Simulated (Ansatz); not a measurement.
Relativity in MgS

```
CELL_PARAMETERS angstrom
0.00000 2.84837 2.84837
2.84837 0.00000 2.84837
2.84837 2.84837 0.00000
ATOMIC_POSITIONS crystal
Mg 0.00000 0.00000 0.00000
S 0.25000 0.25000 0.25000
```

Atom numbers follow the list: Mg1, S2.

The conventional cell has a = 5.697 Å, b = 5.697 Å, c = 5.697 Å, α = 90.00°, β = 90.00°, γ = 90.00°. Mg (atom 1) has 4 S at 2.47 Å as nearest neighbours. S (atom 2) is surrounded by 4 Mg at 2.47 Å.

The cell was built from the zincblende type and relaxed in the same program, and has space group F-43m; it needn't be a known or the stable phase.

One fixed cell is solved with PBE by LAPW (all electrons) in Ansatz 0.2.0 under different relativistic treatments. Pressure is positive in compression.

Sampling and basis: a Γ-centred 13×13×13 k mesh, Fermi–Dirac smearing of 0.05 eV, basis error target 0.5 meV/atom, no spin polarisation.

| setting | P (GPa) | gap over the k mesh and a high-symmetry path (eV) | lowest level at Γ above −25 eV, from the valence-band top or, without a gap, the Fermi level (eV) |
| --- | --- | --- | --- |
| scalar-relativistic | ? | ? | -11.21 |
| non-relativistic | 0.09 | 3.45 | -11.11 |

**Question.** What belongs in the row "scalar-relativistic", column "P (GPa)"?

**Answer.** 0.03.

**Question.** Fill in "gap over the k mesh and a high-symmetry path (eV)" for the row "scalar-relativistic".

**Answer.** 3.37.
